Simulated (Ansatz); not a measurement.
Here is an Ansatz 0.2.0 calculation.

The input input.yaml:

```yaml
crystal:
  lattice:
    - [3.74, 0.0, 0.0]
    - [0.0, 3.74, 0.0]
    - [0.0, 0.0, 3.74]
  atoms:
    - { symbol: Au, position: [0.0, 0.0, 0.0] }
    - { symbol: Cu, position: [0.5, 0.5, 0.0] }
    - { symbol: Cu, position: [0.5, 0.0, 0.5] }
    - { symbol: Cu, position: [0.0, 0.5, 0.5] }
hamiltonian:
  xc: pbesol
  pseudopotentials: { kind: paw }
kpoints:
  mp_grid: { grid: [5, 5, 5] }
scf:
  occupations: { method: fermi_dirac, width: 0.05 }
phonons:
  method: dfpt
```

Potentials or basis: Ansatz PAW.

Run with:

```console
$ ansatz run input.yaml --threads 2 --pin off --max-ram 5632MiB --backend cpu --events-out ev --progress --plain --runs-dir out
```

Predict the highest phonon frequency at Γ.

211 cm⁻¹.

What does it give for the band gap on the k mesh?

None (metal or under the smearing width).

Phonon frequencies in cm⁻¹ (negative: imaginary):
| q point | frequencies |
| --- | --- |
| (0.000, 0.000, 0.000) | 0 0 0 119 119 119 163 163 163 211 211 211 |

 Spin-orbit coupling is left out, which matters for the levels of Au.
